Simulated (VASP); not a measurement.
A VASP 6.6.1 single-point calculation on MgS

INCAR

```
LREAL = .FALSE.
PREC = Accurate
ISMEAR = 0
EDIFF = 1E-7
NBANDS = 11
GGA = PE
SIGMA = 0.05
LCHARG = .FALSE.
NELM = 65
ENCUT = 520
IBRION = -1
NSW = 0
LWAVE = .FALSE.
ISIF = 2
LASPH = .TRUE.
```

KPOINTS

```
KPOINTS created by Atomic Simulation Environment
0
Gamma
8 8 8
0 0 0
```

POSCAR

```
Mg S
 1.0000000000000000
     0.0000000000000000    2.8308768390485555    2.8308768390485555
     2.8308768390485555    0.0000000000000000    2.8308768390485555
     2.8308768390485555    2.8308768390485555    0.0000000000000000
 Mg  S
   1   1
Cartesian
  0.0000000000000000  0.0000000000000000 -0.0000000000000000
  1.4154384195242775  1.4154384195242775  1.4154384195242775
```

The recommended PBE PAW datasets give the neutral cell 8 valence electrons.

Command

```
mpirun -np 1 vasp_std
```

Task: Predict the outcome of this run.

Result: It converged. Results: gap between bands v and c on the k mesh 3.46 eV; least direct gap on the k mesh 3.46 eV; pressure 0.9 GPa. Band v is the last that the valence electrons fill when counted band by band, and c is the next.

OSZICAR

```
N       E                     dE             d eps       ncg     rms          rms(c)
DAV:   1     0.240010501154E+02    0.24001E+02   -0.32925E+03   654   0.568E+02
DAV:   2    -0.704207745175E+01   -0.31043E+02   -0.29019E+02   798   0.972E+01
DAV:   3    -0.897243468423E+01   -0.19304E+01   -0.19269E+01   772   0.264E+01
DAV:   4    -0.898788931727E+01   -0.15455E-01   -0.15452E-01   774   0.284E+00
DAV:   5    -0.898805695414E+01   -0.16764E-03   -0.16764E-03   778   0.294E-01    0.404E+00
DAV:   6    -0.849820634088E+01    0.48985E+00   -0.12278E+00   700   0.412E+00    0.310E+00
DAV:   7    -0.846369678405E+01    0.34510E-01   -0.26922E-01   761   0.211E+00    0.242E+00
DAV:   8    -0.847132238045E+01   -0.76256E-02   -0.23388E-02   689   0.924E-01    0.136E+00
DAV:   9    -0.847045142278E+01    0.87096E-03   -0.23848E-03   701   0.242E-01    0.441E-01
DAV:  10    -0.847065940658E+01   -0.20798E-03   -0.67398E-04   722   0.122E-01    0.910E-02
DAV:  11    -0.847066463090E+01   -0.52243E-05   -0.54462E-05   767   0.301E-02    0.554E-02
DAV:  12    -0.847066603691E+01   -0.14060E-05   -0.69862E-06   719   0.131E-02    0.642E-03
DAV:  13    -0.847066602558E+01    0.11329E-07   -0.30595E-07   802   0.279E-03
   1 F= -.84706660E+01 E0= -.84706660E+01  d E =-.102123E-13
```

For comparison, a separate PBE run of the intended cell, on usual settings and not on those above, gives a gap of 3.46 eV on its mesh and a pressure of 0.9 GPa.
